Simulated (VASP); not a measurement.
Set up this calculation in VASP 6.6.1, as the native input.

* Task: dielectric tensor
* Functional: PBEsol
* Potentials or basis: VASP PAW PBE potentials, release 64 (Al, N)
* Cutoff: 600 eV
* k mesh: 12 × 12 × 6
* Occupations: gaussian, width 0.03 eV
* Spin: no spin polarisation
* Further INCAR settings: ALGO = Normal; EDIFF = 1e-08

The structure of AlN lies in POSCAR:

```
AlN                                     
1.0
    3.1059401663      0.0000000000     -0.0000000000
   -1.5529700831      2.6898230867      0.0000000000
    0.0000000000     -0.0000000000      4.9682496365
  Al              N             
     2     2
Direct
     0.3333333332999970    0.6666666667000030    0.9989248083139747
     0.6666666667000030    0.3333333332999970    0.4989248083139746
     0.3333333332999970    0.6666666667000030    0.3810751916860280
     0.6666666667000030    0.3333333332999970    0.8810751916860279
```

The input as run:

INCAR

```
PREC = Accurate ; ENCUT = 600
EDIFF = 1E-8 ; ISMEAR = 0
SIGMA = 0.03 ; LREAL = F
LASPH = T ; NELM = 80
ALGO = Normal ; ISIF = 2
LWAVE = F ; LCHARG = F
GGA = PS ; LEPSILON = T
```

KPOINTS

```
regular mesh
0
Gamma
  12 12 6
```

Potentials or basis: VASP PAW PBE potentials, release 64 (Al, N).

The run is started by

```console
$ cat potpaw_PBE.64/Al/POTCAR potpaw_PBE.64/N/POTCAR > POTCAR
$ mpirun -np 1 vasp_std > vasp.out
```

It gave:

```
Band gap on the k mesh                  : 4.18 eV, direct
Electronic dielectric tensor (diagonal) : 4.47, 4.47, 4.70
Born charges (mean of the diagonal)     : Al +2.57; N -2.57 e
```

Run time: 6.4 min on 1 thread of AMD EPYC 9R45 96-Core Processor (Zen 5), on a shared host, peak memory 0.45 GiB.
